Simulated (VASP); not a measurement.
Input of a VASP 6.6.1 run:

Contents of INCAR:

```
SYSTEM = PbS
PREC     = Accurate       ! precision mode
ENCUT    = 600            ! plane-wave cutoff, eV
EDIFF    = 1E-6           ! SCF threshold, eV
ISMEAR   = 0              ! smearing method
SIGMA    = 0.02           ! smearing width, eV
LREAL    = .FALSE.        ! projectors in reciprocal space
LASPH    = .TRUE.         ! aspherical terms in the spheres
NELM     = 100            ! most SCF steps
ALGO     = Fast           ! electronic algorithm
ISIF     = 3              ! what is computed and relaxed
LWAVE    = .FALSE.        ! write WAVECAR
LCHARG   = .FALSE.        ! write CHGCAR
GGA      = CA             ! functional
IBRION   = 2              ! ionic algorithm
NSW      = 60             ! ionic steps
EDIFFG   = -0.02          ! ionic threshold
```

File KPOINTS:

```
regular mesh
0
G
  10 10 10
  0 0 0
```

The input POSCAR:

```
PbS
1.0
    0.0000000000      2.9657500000      2.9657500000
    2.9657500000      0.0000000000      2.9657500000
    2.9657500000      2.9657500000      0.0000000000
Pb S
1 1
Direct
    0.0000000000      0.0000000000      0.0000000000
    0.5000000000      0.5000000000      0.5000000000
```

Potentials or basis: VASP PAW LDA potentials, release 64 (Pb_d, S).

The run is started by

```console
$ cat potpaw_LDA.64/Pb_d/POTCAR potpaw_LDA.64/S/POTCAR > POTCAR
$ mpirun -np 1 vasp_std > vasp.out
```

(1) What does it give for the relaxed volume?

(2) What does it give for the space group after relaxing (to 0.05 Å)?

(3) Estimate the band gap on the k mesh.

(4) Estimate the relaxed cell.

## Answers

(1) 25.02 Å³/atom.

(2) Fm-3m (No. 225).

(3) 0.05 eV, direct.

(4) a = 4.136 Å, b = 4.136 Å, c = 4.136 Å, α = 60.00°, β = 60.00°, γ = 60.00°.

Caveat: spin-orbit coupling is left out, which as a rule narrows the gap of such compounds by several tenths of an eV.
